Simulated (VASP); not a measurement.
CdIn2O4, 14 atoms in the cell. Symmetry: Fd-3m, No. 227, cubic system. Conventional cell: a = 9.206 Å, b = 9.206 Å, c = 9.206 Å, α = 90.00°, β = 90.00°, γ = 90.00°. Cd (site symmetry -43m) is surrounded by 4 O at 2.20 Å. In (site symmetry -3m) is surrounded by 6 O at 2.19 Å. O (site symmetry 3m) is surrounded by 3 In at 2.19 Å and 1 Cd at 2.20 Å. 

```yaml
Program: VASP 6.6.1
Task: relaxation of cell and atoms
Functional: PBEsol
Potentials_or_basis: VASP PAW PBE potentials, release 64 (Cd, In_d, O)
Cutoff: 600 eV
k_mesh: 6 × 6 × 6
Occupations: gaussian, width 0.03 eV
Spin: no spin polarisation
Further_INCAR_settings: ALGO = Normal; EDIFF = 1e-07; IBRION = 2; EDIFFG = -0.005; NSW = 90; ISIF = 3
```

Potentials or basis: VASP PAW PBE potentials, release 64 (Cd, In_d, O).

Run with:

```console
$ cat potpaw_PBE.64/Cd/POTCAR potpaw_PBE.64/In_d/POTCAR potpaw_PBE.64/O/POTCAR > POTCAR
$ mpirun -np 4 vasp_std > vasp.out
```

Hardware: 4 MPI ranks on Intel(R) Xeon(R) 6975P-C (Granite Rapids) (shared host).

Problem. How long does it take, and how much memory?

Solution. It took 96 s on 4 MPI ranks on Intel(R) Xeon(R) 6975P-C (Granite Rapids), with other jobs on the host, peak memory 0.54 GiB a rank. Counts: scf iterations 17, k points 16, ion steps 1.
